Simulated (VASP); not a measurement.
# Mo₃Si, self-consistent run: which settings are enough?

Mo₃Si, Pm-3n (no. 223), 8 atoms in the cell. PBE; PAW potentials Mo_sv, Si (PBE set). VASP 6.6.1.

Wanted: energy within 0.2 meV/atom; Fermi level within 0.005 eV.

What the run is for: comparing ways to start; Accuracy asked: tight.

POSCAR:
```
SiMo3
1.0
    4.8890000000      0.0000000000      0.0000000000
    0.0000000000      4.8890000000      0.0000000000
    0.0000000000      0.0000000000      4.8890000000
Mo Si
6 2
Direct
    0.0000000000      0.5000000000      0.2500000000
    0.0000000000      0.5000000000      0.7500000000
    0.5000000000      0.2500000000      0.0000000000
    0.7500000000      0.0000000000      0.5000000000
    0.5000000000      0.7500000000      0.0000000000
    0.2500000000      0.0000000000      0.5000000000
    0.5000000000      0.5000000000      0.5000000000
    0.0000000000      0.0000000000      0.0000000000
```

## How the run starts (with a second run first, the time holds both)

| How the run starts (with a second run first, the time holds both) | Energy less reference (meV/atom) | Fermi level (eV) | Time (s) |
|---|---|---|---|
| from scratch: 13 SCF iterations | 0.00 | 12.7764 | 77 |
| orbitals of a nearby geometry (ISTART 1): 16 + 8 SCF iterations | 0.00 | 12.7765 | 340 |
| orbitals and density of a nearby geometry: 16 + 14 SCF iterations | 0.00 | 12.7765 | 390 |
| density of a nearby geometry (ICHARG 1): 16 + 18 SCF iterations | 0.00 | 12.7765 | 416 |
| orbitals in the old basis (ISTART 2), symmetry off: 16 + 13 SCF iterations | 0.82 | 12.7765 | 1463 |

## Question

For each series: keep the first row unless others stay within the tolerance and take at least 30 % less time, and then take the fastest.

## Answer

- How the run starts (with a second run first, the time holds both): from scratch: 13 SCF iterations

The chosen settings are those of the reference run.

## The input

INCAR:
```
SYSTEM = SiMo3
  GGA = PE
  ISMEAR = 1
  SIGMA = 0.1
  LWAVE = .False.
  LCHARG = .False.
  ISIF = 2
  PREC = Accurate
  LASPH = .True.
  LREAL = .False.
  ALGO = Normal
  EDIFF = 1E-6
  NELM = 120
  GGA_COMPAT = .False.
  ENCUT = 400
```

KPOINTS:
```
k-points
0
Gamma
  7 7 7
```

Commands:
```
cat potpaw_PBE.64/Mo_sv/POTCAR potpaw_PBE.64/Si/POTCAR > POTCAR
mpirun -np 1 vasp_std > vasp.out
```

The chosen input took VASP 6.6.1 77 s on 1 core (AMD EPYC 7R43 (Zen 3)), a shared host.

## An input that fails: restart asked without its files

VASP's message: ERROR: charge density could not be read from file CHGCAR for ICHARG>10.

Changes against the starting input:
```
- NELM = 120
+ NELM = 60
+ ICHARG = 11
```
